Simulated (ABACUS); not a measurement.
# Si2Ni in ABACUS: the effect of pseudo set

Si2Ni:

```xyz
3
Lattice="0.0000 2.7030 2.7030 2.7030 0.0000 2.7030 2.7030 2.7030 0.0000" Properties=species:S:1:pos:R:3 pbc="T T T"
Ni    0.0000    0.0000    0.0000
Si    4.0545    4.0545    4.0545
Si    1.3515    1.3515    1.3515
```

Alike in all runs:

| Property | Result |
| --- | --- |
| Program | ABACUS 3.10.1 |
| Task | single point |
| Functional | PBE |
| Basis | plane waves |
| k mesh | 6 × 6 × 6 |
| Occupations | fermi-dirac, width 0.05 eV |
| Spin | collinear spin, ferromagnetic start |
| Starting moments | [1.0, 0.0, 0.0] μB |

| pseudo set | cutoff | pressure (GPa) |
| --- | --- | --- |
| Ansatz NC PBE | 1401 eV | 3.8 |
| GBRV ultrasoft 1.5 PBE | 544 eV | 2.1 |
| PseudoDojo NC SR 0.4.1 PBE standard | 1333 eV | 3.9 |
| PseudoDojo NC SR 0.5 PBE stringent | 1429 eV | 3.9 |
| SG15 ONCV 1.2 PBE | 1333 eV | ? |
| SPMS ONCV 1.0 PBE | 1333 eV | 4.1 |

**Question.** What does the run with pseudo set SG15 ONCV 1.2 PBE give?

**Answer.** Pressure 4.7 GPa.

Caveats: there are fewer bands than atomic start orbitals, so a level may be missed at k points of high symmetry (some runs).
